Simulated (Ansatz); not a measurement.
# Zr: the cost of one run

Program: Ansatz 0.2.0. Level of theory: DFT PBE, scalar-relativistic, plane waves, PAW. These are calculated values, not measurements.

3 further runs of the same task are left out: 3 set aside as unsound or not needed.

## Step 1: The structure to begin with

The structure is monoclinic, space group C2/c (No. 15). Conventional cell: a = 3.021 Å, b = 8.796 Å, c = 3.639 Å, α = 90.00°, β = 92.02°, γ = 90.00°. Zr (site symmetry 2) has 8 Zr at 2.94 to 3.19 Å as nearest neighbours.

Structure file:

```xyz
2
Lattice="1.5106 -4.3979 0.0000 1.5106 4.3979 0.0000 -0.1283 0.0000 3.6371" Properties=species:S:1:pos:R:3 pbc="T T T"
Zr    1.4785   -3.2457    0.9093
Zr    1.4144    3.2457    2.7278
```

(A quick probe on a coarse mesh, which set the mesh and smearing, is not shown.)

## Step 3: A loose first relaxation

input.yaml

```yaml
crystal:
  lattice:
    - [1.5105802049, -4.3979401265, 0.0]
    - [1.5105802049, 4.3979401265, 0.0]
    - [-0.1282846313, 0.0, 3.6371123222]
  atoms:
    - { symbol: Zr, position: [0.869, 0.131, 0.25] }
    - { symbol: Zr, position: [0.131, 0.869, 0.75] }
basis:
  ecutwfc: 420
kpoints:
  mp_grid: { grid: [6, 6, 6] }
hamiltonian:
  xc: pbe
scf:
  occupations: { method: gaussian, width: 0.1 }
  lower_state_search: "off"
output:
  forces: true
  stress: true
  eigenvalues: true
relax:
  adjacent_minimum: "off"
  f_tol: 0.04
  max_steps: 70
  cell: { stress_tol: 0.4 }
```

Q: Estimate wall time and peak memory on 1 thread of an Arm CPU, shared host.

About 53 s, with a peak of 0.36 GiB.
